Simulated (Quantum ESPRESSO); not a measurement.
# C in Quantum ESPRESSO: relaxation of the atoms with PBE

Aim: the relaxation of the atoms of C with PBE.

Everything below comes from runs of Quantum ESPRESSO 7.5. Logs are shortened: lines on timing, memory, paths and dates and some standing lists are left out, and cuts for length are marked.

### 1 Starting point

The cell holds a slab with vacuum, 20 atoms: a = 2.522 Å, b = 5.044 Å, c = 19.826 Å, α = 90.00°, β = 90.00°, γ = 90.00°.

### 2 Relaxation of the atoms, PBE

pw.in

```
&CONTROL
  calculation = 'relax'
  prefix = 'pwscf'
  outdir = './tmp'
  pseudo_dir = './pseudo'
  tprnfor = .true.
  disk_io = 'low'
  nstep = 40
  forc_conv_thr = 0.0004
  etot_conv_thr = 1d-05
/
&SYSTEM
  ibrav = 0
  nat = 20
  ntyp = 1
  ecutwfc = 45
  ecutrho = 360
  nbnd = 52
  occupations = 'smearing'
  smearing = 'fd'
  degauss = 0.00367493
/
&ELECTRONS
  conv_thr = 4d-09
  electron_maxstep = 120
  mixing_beta = 0.5
/
&IONS
  ion_dynamics = 'bfgs'
/
ATOMIC_SPECIES
C     12.0110 c_pbe_v1.2.uspp.F.UPF
CELL_PARAMETERS angstrom
   2.5222498885    0.0000000000    0.0000000000
   0.0000000000    5.0444997770    0.0000000000
   0.0000000000    0.0000000000   19.8257500000
ATOMIC_POSITIONS crystal
C      0.0000000000    0.1132173594    0.6973632776
C      0.0000000000    0.3867826406    0.6973632776
C      0.5000000000    0.0000000000    0.6574278401
C      0.5000000000    0.5000000000    0.6574278401
C      0.5000000000    0.2500000000    0.6124484572
C      0.5000000000    0.7500000000    0.6124484572
C      0.0000000000    0.2500000000    0.5674690743
C      0.0000000000    0.7500000000    0.5674690743
C      0.0000000000    0.0000000000    0.5224896914
C      0.0000000000    0.5000000000    0.5224896914
C      0.5000000000    0.0000000000    0.4775103086
C      0.5000000000    0.5000000000    0.4775103086
C      0.5000000000    0.2500000000    0.4325309257
C      0.5000000000    0.7500000000    0.4325309257
C      0.0000000000    0.2500000000    0.3875515428
C      0.0000000000    0.7500000000    0.3875515428
C      0.0000000000    0.0000000000    0.3425721599
C      0.0000000000    0.5000000000    0.3425721599
C      0.5000000000    0.1132173594    0.3026367224
C      0.5000000000    0.3867826406    0.3026367224
K_POINTS automatic
8 4 1 0 0 0
```

Potentials or basis: GBRV 1.5 PBE.

Launch:

```console
$ OMP_NUM_THREADS=1 mpirun -n 4 pw.x -nk 2 -in pw.in > pw.out
```

pw.out:

```text
This program is part of the open-source Quantum ESPRESSO suite
     for quantum simulation of materials; please cite
[... 6 lines left out ...]
     using ibrav=0 with symmetry is DISCOURAGED, use correct ibrav instead

     K-points division:     npool     =       2
     Subspace diagonalization in iterative solution of the eigenvalue problem:
     a serial algorithm will be used

     --------------------
     sticks:   dense  smooth     PW     G-vecs:    dense   smooth      PW
     Min         650     324    100                98190    34704    5958
     Max         651     325    101                98205    34719    5967
     Sum        1301     649    201               196395    69423   11925

     Using Slab Decomposition

     bravais-lattice index     =            0
     lattice parameter (alat)  =       4.7664  a.u.
     unit-cell volume          =    1702.2857 (a.u.)^3
     number of atoms/cell      =           20
     number of atomic types    =            1
     number of electrons       =        80.00
     number of Kohn-Sham states=           52
     kinetic-energy cutoff     =      45.0000  Ry
     charge density cutoff     =     360.0000  Ry
     scf convergence threshold =      4.0E-09
     mixing beta               =       0.5000
     number of iterations used =            8  plain     mixing
     energy convergence thresh.=      1.0E-05
     force convergence thresh. =      4.0E-04
     Exchange-correlation= SLA  PW   PBE  PBE
                           (   1   4   3   4   0   0   0)
     nstep                     =           40

     celldm(1)=   4.766362  celldm(2)=   0.000000  celldm(3)=   0.000000
     celldm(4)=   0.000000  celldm(5)=   0.000000  celldm(6)=   0.000000

     crystal axes: (cart. coord. in units of alat)
               a(1) = (   1.000000   0.000000   0.000000 )
               a(2) = (   0.000000   2.000000   0.000000 )
               a(3) = (   0.000000   0.000000   7.860343 )

     reciprocal axes: (cart. coord. in units 2 pi/alat)
               b(1) = (  1.000000  0.000000  0.000000 )
               b(2) = (  0.000000  0.500000  0.000000 )
               b(3) = (  0.000000  0.000000  0.127221 )

     PseudoPot. # 1 for C  read from file:
     c_pbe_v1.2.uspp.F.UPF
     Pseudo is Ultrasoft + core correction, Zval =  4.0
     Generated by new atomic code, or converted to UPF format
     Using radial grid of  721 points,  4 beta functions with:
                l(1) =   0
                l(2) =   0
                l(3) =   1
                l(4) =   1
     Q(r) pseudized with  8 coefficients,  rinner =    1.100   1.100   1.100

     atomic species   valence    mass     pseudopotential
     C                 4.00    12.01100     C ( 1.00)

      8 Sym. Ops., with inversion, found ( 6 have fractional translation)

   Cartesian axes

     site n.     atom                  positions (alat units)
[... 380 lines left out ...]
C                0.5000000000        0.2500000000        0.6056898952
C                0.5000000000        0.7500000000        0.6197538128
[... 12 lines left out ...]
C                0.5000000000        0.1132274386        0.3060203628
C                0.5000000000        0.3867725614        0.3060203628

     NEW-OLD atomic charge density approx. for the potential

     negative rho (up, down):  1.963E-04 0.000E+00

     Self-consistent Calculation

     iteration #  1     ecut=    45.00 Ry     beta= 0.50
     Davidson diagonalization with overlap
     ethr =  1.00E-06,  avg # of iterations =  2.0

     Threshold (ethr) on eigenvalues was too large:
     Diagonalizing with lowered threshold

     Davidson diagonalization with overlap
     ethr =  7.49E-10,  avg # of iterations =  3.7

     negative rho (up, down):  1.962E-04 0.000E+00
[... 49 lines left out ...]
     iteration #  7     ecut=    45.00 Ry     beta= 0.50
     Davidson diagonalization with overlap
     ethr =  1.00E-13,  avg # of iterations =  2.0

     negative rho (up, down):  1.961E-04 0.000E+00

     End of self-consistent calculation

          k = 0.0000 0.0000 0.0000 (  8657 PWs)   bands (ev):

   -18.5171 -17.8255 -16.5800 -14.6241 -13.9306 -13.8970 -13.0953 -12.4880
   -12.0223 -11.9960  -9.3472  -9.3361  -8.8978  -7.0835  -6.4814  -5.9683
    -4.2971  -4.1849  -4.0323  -3.5088  -3.1144  -3.0143  -1.9050  -1.7502
    -1.6055  -1.5356  -1.3727  -0.2935  -0.2234  -0.1921  -0.1241   0.0286
     0.1248   0.6464   0.6554   1.1335   1.5869   1.7509   2.6243   2.8463
     5.3584   5.4431   6.9772   7.1549   7.7019   7.7274   7.9067   8.2151
     8.5226   8.7283   9.0194   9.1786
[... 123 lines left out ...]
   -13.8322 -13.8322 -13.3233 -13.3233 -12.1131 -12.1131 -11.3706 -11.3706
   -10.8503 -10.8503  -9.3797  -9.3797  -8.4883  -8.4883  -7.5926  -7.5926
    -7.4624  -7.4624  -6.9237  -6.9237  -5.2414  -5.2414  -4.4020  -4.4020
    -3.8114  -3.8114  -3.5675  -3.5675  -2.8459  -2.8459  -2.4665  -2.4665
    -1.2971  -1.2971  -1.1220  -1.1220  -0.6506  -0.6506   1.2573   1.2573
     4.2824   4.2824   8.0202   8.0202   9.1772   9.1772   9.7071   9.7071
    10.2731  10.2731  11.1147  11.1147

          k =-0.5000-0.2500 0.0000 (  8724 PWs)   bands (ev):

   -13.3771 -13.3771 -12.9806 -12.9806 -12.6223 -12.6223 -11.7358 -11.7358
   -11.6452 -11.6452  -9.1262  -9.1262  -8.9394  -8.9394  -7.2222  -7.2222
    -6.9259  -6.9259  -6.2388  -6.2388  -4.1535  -4.1535  -3.9396  -3.9396
    -3.8692  -3.8692  -3.4948  -3.4948  -3.2885  -3.2885  -2.3601  -2.3601
    -2.2325  -2.2325  -1.7346  -1.7346  -1.5338  -1.5338   1.3970   1.3970
     4.2644   4.2644   8.3051   8.3051   8.7400   8.7400   9.4266   9.4266
     9.4316   9.4316  10.9104  10.9104

     the Fermi energy is     3.5983 ev

!    total energy              =    -229.06643993 Ry
     estimated scf accuracy    <          8.2E-12 Ry
     smearing contrib. (-TS)   =      -0.00000007 Ry
     internal energy E=F+TS    =    -229.06643987 Ry

     The total energy is F=E-TS. E is the sum of the following terms:
     one-electron contribution =   -3327.86353042 Ry
     hartree contribution      =    1692.99698261 Ry
     xc contribution           =     -73.15612567 Ry
     ewald contribution        =    1478.95623362 Ry

     convergence has been achieved in   7 iterations

     negative rho (up, down):  1.961E-04 0.000E+00

     Forces acting on atoms (cartesian axes, Ry/au):

     atom    1 type  1   force =     0.00000000   -0.00000434   -0.00008619
     atom    2 type  1   force =     0.00000000    0.00000434   -0.00008619
     atom    3 type  1   force =     0.00000000   -0.00003425    0.00003458
     atom    4 type  1   force =     0.00000000    0.00003425    0.00003458
     atom    5 type  1   force =     0.00000000    0.00000000    0.00010304
     atom    6 type  1   force =     0.00000000    0.00000000    0.00005412
[... 12 lines left out ...]
     atom   19 type  1   force =     0.00000000   -0.00000434    0.00008619
     atom   20 type  1   force =     0.00000000    0.00000434    0.00008619

     Total force =     0.000323     Total SCF correction =     0.000004
     Energy error            =      1.8E-06 Ry
     Gradient error          =      1.0E-04 Ry/Bohr

     bfgs converged in  11 scf cycles and  10 bfgs steps
     (criteria: energy <  1.0E-05 Ry, force <  4.0E-04 Ry/Bohr)

     End of BFGS Geometry Optimization

     Final energy             =    -229.0664399340 Ry

Begin final coordinates

ATOMIC_POSITIONS (crystal)
C               -0.0000000000        0.1132274386        0.6939796372
C                0.0000000000        0.3867725614        0.6939796372
C                0.5000000000        0.0182698106        0.6597892834
C                0.5000000000        0.4817301894        0.6597892834
C                0.5000000000        0.2500000000        0.6056898952
C                0.5000000000        0.7500000000        0.6197538128
[... 12 lines left out ...]
C                0.5000000000        0.1132274386        0.3060203628
C                0.5000000000        0.3867725614        0.3060203628
End final coordinates

=------------------------------------------------------------------------------=
   JOB DONE.
=------------------------------------------------------------------------------=
```

Run time: 10 min. Hardware: 4 MPI ranks of Intel Xeon Platinum 8375C at 2.90GHz (Ice Lake), shared host; peak memory 0.8 GiB.

What came out:

| Property | Result |
| --- | --- |
| Free energy | -3116.6077 eV |
| Energy gained by relaxing | 117.4 meV/atom |
| Ionic steps | 11 |
| Band gap on the k mesh | 1.29 eV, indirect (least direct gap 2.00 eV) |

Forces on the atoms (eV/Å):
```
C    0.000  0.000 -0.002
C    0.000  0.000 -0.002
C    0.000 -0.001  0.001
C    0.000  0.001  0.001
C    0.000  0.000  0.003
C    0.000  0.000  0.001
C    0.000  0.000  0.002
C    0.000  0.000  0.001
C    0.000  0.000  0.002
C    0.000  0.000  0.002
C    0.000  0.000 -0.002
C    0.000  0.000 -0.002
C    0.000  0.000 -0.002
C    0.000  0.000 -0.001
C    0.000  0.000 -0.003
C    0.000  0.000 -0.001
C    0.000 -0.001 -0.001
C    0.000  0.001 -0.001
C    0.000  0.000  0.002
C    0.000  0.000  0.002
```

Step by step:
| step | energy change (eV) | largest force (eV/Å) |
| --- | --- | --- |
| 1 | 0.0000 | 5.1193 |
| 2 | -1.7267 | 2.0709 |
| 3 | -2.1440 | 1.1180 |
| 4 | -2.3174 | 0.4595 |
| 5 | -2.3454 | 0.1079 |
| 6 | -2.3466 | 0.0477 |
| 7 | -2.3470 | 0.0323 |
| 8 | -2.3475 | 0.0340 |
| 9 | -2.3479 | 0.0286 |
| 10 | -2.3480 | 0.0112 |
| 11 | -2.3481 | 0.0026 |

Final structure:
```
CELL_PARAMETERS angstrom
2.52225 0.00000 0.00000
0.00000 5.04450 0.00000
0.00000 0.00000 19.82575
ATOMIC_POSITIONS crystal
C 0.00000 0.11323 0.69398
C 0.00000 0.38677 0.69398
C 0.50000 0.01827 0.65979
C 0.50000 0.48173 0.65979
C 0.50000 0.25000 0.60569
C 0.50000 0.75000 0.61975
C 0.00000 0.25000 0.56314
C 0.00000 0.75000 0.57223
C 0.00000 0.99107 0.52251
C 0.00000 0.50893 0.52251
C 0.50000 0.99107 0.47749
C 0.50000 0.50893 0.47749
C 0.50000 0.25000 0.43686
C 0.50000 0.75000 0.42777
C 0.00000 0.25000 0.39431
C 0.00000 0.75000 0.38025
C 0.00000 0.01827 0.34021
C 0.00000 0.48173 0.34021
C 0.50000 0.11323 0.30602
C 0.50000 0.38677 0.30602
```
